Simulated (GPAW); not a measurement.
A run of GPAW 26.7.0 is set up as follows.

File run.py:

```python
from ase.calculators.mixing import SumCalculator
from ase.eos import EquationOfState
from ase.io import Trajectory, read
from ase.units import GPa
from dftd3.ase import DFTD3
from gpaw import GPAW, PW

atoms = read('Al.xyz')

traj = Trajectory('eos.traj', 'w')
volumes, energies = [], []
for x in [0.94, 0.96, 0.98, 1.0, 1.02, 1.04, 1.06]:
    a = atoms.copy()
    a.set_cell(atoms.cell * x**(1 / 3), scale_atoms=True)
    calc = GPAW(mode=PW(600),
                xc='RPBE',
                kpts={'size': (11, 11, 11), 'gamma': True},
                occupations={'name': 'fermi-dirac', 'width': 0.05},
                nbands=7,
                convergence={'density': 1e-05, 'energy': 1e-05},
                maxiter=150,
                txt=f'eos-{x:.2f}.txt')
    a.calc = SumCalculator([calc, DFTD3(method='rpbe', damping='d3zero')])
    energies.append(a.get_potential_energy())
    volumes.append(a.get_volume())
    p = -a.get_stress()[:3].mean() / GPa
    calc.write(f'eos-{x:.2f}.gpw')
    traj.write(a)
    print(f'{x:.2f} {volumes[-1]:10.4f} A^3 {energies[-1]:14.6f} eV {p:9.3f} GPa', flush=True)

v0, e0, B = EquationOfState(volumes, energies, eos='birchmurnaghan').fit()
print(f'V0 = {v0:.4f} A^3, E0 = {e0:.6f} eV, B0 = {B / GPa:.2f} GPa')
```

Contents of Al.xyz:

```xyz
1
Lattice="0.0000000000 2.0248050000 2.0248050000 2.0248050000 0.0000000000 2.0248050000 2.0248050000 2.0248050000 0.0000000000" Properties=species:S:1:pos:R:3 pbc="T T T"
Al     0.0000000000      0.0000000000      0.0000000000
```

Potentials or basis: the program's PAW data sets (release 1.2.1) made for this functional, pw.

Launch:

```console
$ OMP_NUM_THREADS=1 python run.py
```

**Question.** Predict the equilibrium volume.

**Answer.** 16.20 Å³/atom.

**Question.** What does it give for the bulk modulus?

**Answer.** 84 GPa.

Energy against volume, from the lowest point:
```tsv
volume (Å³/atom)	energy (meV/atom)
15.607	6.04
15.939	1.07
16.271	0.00
16.603	2.43
16.935	7.99
17.267	16.34
17.599	27.17
```

**The experiment to reproduce.**

From “The interpretation of polycrystalline coherent inelastic neutron scattering from aluminium”, 2013, pmc:3831299, for a bulk crystal of Al: bulk modulus 76.9 GPa.

Against the measured bulk modulus of Al, 76.9 GPa (quoted in “The interpretation of polycrystalline coherent inelastic neutron scattering from aluminium”, 2013, pmc:3831299), the calculated 84 GPa is off by +9.5 %. The fit is for a static lattice scaled at fixed shape and fixed fractional positions. The cell as given is a measured one (16.60 Å³/atom); RPBE+D3 puts the equilibrium volume -2.4 % from it, thermal expansion not counted.
